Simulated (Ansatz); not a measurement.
## P: which structure is lowest?

All numbers below come from DFT, PBE, plane waves (420 eV) with PAW, scalar-relativistic in Ansatz.

Each structure is relaxed within its own symmetry, so a high-lying one may be dynamically unstable. No dispersion correction is added.

| structure | ΔE (meV/atom) | V (Å³/atom) | cell | magnetic state |
| --- | --- | --- | --- | --- |
| black phosphorus | 0 | 21.18 | a = 3.320 Å, b = 11.230 Å, c = 4.544 Å | spin not included |
| simple cubic | 86 | 14.59 | a = 2.444 Å | spin not included |
| diamond | 544 | 20.55 | a = 5.478 Å | spin not included |
| bcc | 679 | 14.23 | a = 3.053 Å | spin not included |
| omega (AlB2-type) | 683 | 14.40 | a = 4.456 Å, c = 2.512 Å (c/a = 0.564) | spin not included |
| dhcp | 806 | 14.72 | a = 2.631 Å, c = 9.823 Å (c/a = 3.734) | spin not included |
| fcc | 843 | 14.55 | a = 3.875 Å | spin not included |
| A15 | 868 | 14.71 | a = 4.900 Å | spin not included |

ΔE counts from black phosphorus.

Differences under about 8 meV lie within the error of the k-point mesh.
